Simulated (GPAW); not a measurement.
## SnSe2: relaxation of cell and atoms with BLYP+D3(BJ)

The system is SnSe2.

```
CELL_PARAMETERS angstrom
3.81100 0.00000 0.00000
-1.90550 3.30042 0.00000
0.00000 0.00000 6.13600
ATOMIC_POSITIONS crystal
Sn 0.00000 0.00000 0.00000
Se 0.66667 0.33333 0.75100
Se 0.33333 0.66667 0.24900
```

```
Program             : GPAW 26.7.0
Task                : relaxation of cell and atoms
Functional          : BLYP
Dispersion          : D3(BJ)
Potentials or basis : PAW data sets generated in the run's folder for this functional
Cutoff              : 600 eV
Basis               : pw
k mesh              : 6 × 6 × 3
Occupations         : fermi-dirac, width 0.05 eV
Spin                : no spin polarisation
Eigensolver         : davidson
Maxiter             : 150
Optimizer           : LBFGS
Fmax                : 0.02 eV/Å
Max steps           : 60
```

```
Relaxed volume                         : 25.55 Å³/atom
Relaxed cell                           : a = 3.881 Å, b = 3.881 Å, c = 5.876 Å, α = 90.00°, β = 90.00°, γ = 120.00°
Space group after relaxing (to 0.05 Å) : P-3m1 (No. 164)
Energy gained by relaxing              : 39.5 meV/atom
Ionic steps                            : 13
Pressure after relaxing                : 0.0 GPa
Largest force after relaxing           : 0.004 eV/Å
Band gap on the k mesh                 : 0.38 eV, indirect (least direct gap 0.45 eV)
Dispersion energy per atom             : -0.833 eV
```

Forces on the atoms (eV/Å):
```
Sn   0.000  0.000  0.000
Se   0.000  0.000 -0.004
Se   0.000  0.000  0.004
```

Stress tensor (GPa, compression positive):
```
 0.07  0.00  0.00
 0.00  0.07  0.00
 0.00  0.00 -0.01
```

The path:
```
step  energy change (eV)  largest force (eV/Å)  pressure (GPa)  volume (Å³)
   1              0.0000                1.0207            4.08        77.18
   2             -0.0416                0.7625            2.80        77.90
   3             -0.0923                0.1325           -0.19        79.79
   4             -0.0937                0.0733           -0.45        79.91
   5             -0.0960                0.0020           -0.74        79.91
   6             -0.1011                0.0923           -1.05        79.57
   7             -0.1090                0.1754           -1.13        78.54
   8             -0.1148                0.1669           -0.69        77.22
   9             -0.1173                0.0856           -0.16        76.53
  10             -0.1181                0.0199            0.10        76.44
  11             -0.1182                0.0095            0.11        76.50
  12             -0.1183                0.0023            0.09        76.56
  13             -0.1184                0.0044            0.05        76.65
```

Final structure:
```
Sn Se
1.0
     3.88089    0.00000    0.00000
    -1.94045    3.36095    0.00000
     0.00000    0.00000    5.87650
Sn Se
1 2
Direct
  0.00000 0.00000 0.00000
  0.66667 0.33333 0.72943
  0.33333 0.66667 0.27057
```

Levels at points of the mesh, in eV from the valence-band top:
```tsv
k point	band 10	band 11	band 12	band 13	band 14	band 15	band 16	band 17
(0.00, 0.00, 0.00)	-0.84	-0.72	-0.72	-0.04	0.40	2.90	4.35	4.35
(0.50, 0.50, 0.00)	-3.26	-2.75	-1.78	-0.40	1.10	3.47	4.69	5.12
```

It took 3.4 min on 1 thread of Arm Neoverse V1, on a shared host, peak memory 0.27 GiB.

Caveat: later steps reuse the first step's grids; spin-orbit coupling is left out, which moves the levels of the heavy elements; an odd mesh through Γ misses points on the zone boundary, where band edges often lie.
